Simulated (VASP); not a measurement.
A run of VASP 6.6.1 is set up as follows.

File POSCAR:

```
Al
1.0
   -1.6178988394      1.6178988394      1.6178988394
    1.6178988394     -1.6178988394      1.6178988394
    1.6178988394      1.6178988394     -1.6178988394
Al
1
Direct
    0.0000000000      0.0000000000      0.0000000000
```

Contents of INCAR.step1:

```
SYSTEM = Al
  PREC = Accurate
  ENCUT = 520
  EDIFF = 1E-7
  ISMEAR = 0
  SIGMA = 0.05
  LREAL = .False.
  LASPH = .True.
  NELM = 150
  ALGO = Normal
  ISIF = 2
  LWAVE = .False.
  LCHARG = .True.
  MAGMOM = 0 0 0
  LSORBIT = .True.
  GGA_COMPAT = .False.
  LORBMOM = .True.
  GGA = PE
  NBANDS = 14
```

The input KPOINTS.step1:

```
regular mesh
0
Gamma
  18 18 18
  0 0 0
```

INCAR.step2

```
SYSTEM = Al
  PREC = Accurate
  ENCUT = 520
  EDIFF = 1E-7
  ISMEAR = -5
  SIGMA = 0.05
  LREAL = .False.
  LASPH = .True.
  NELM = 150
  ALGO = Normal
  ISIF = 2
  LWAVE = .False.
  LCHARG = .False.
  MAGMOM = 0 0 0
  LORBIT = 11
  LSORBIT = .True.
  GGA_COMPAT = .False.
  LORBMOM = .True.
  GGA = PE
  NEDOS = 1001
  ICHARG = 11
```

The input KPOINTS.step2:

```
regular mesh
0
Gamma
  27 27 27
  0 0 0
```

Potentials or basis: VASP PAW PBE potentials, release 64 (Al).

Launch:

```console
$ cat potpaw_PBE.64/Al/POTCAR > POTCAR
$ cp INCAR.step1 INCAR
$ cp KPOINTS.step1 KPOINTS
$ mpirun -np 1 vasp_ncl > vasp.out
$ cp INCAR.step2 INCAR
$ cp KPOINTS.step2 KPOINTS
$ mpirun -np 1 vasp_ncl > vasp.out
```

Q: Predict the net moment.

A: 0.00 μB per cell.

Moments on the atoms (μB; x, y, z):
```
Al  0.00 0.00 0.00
```
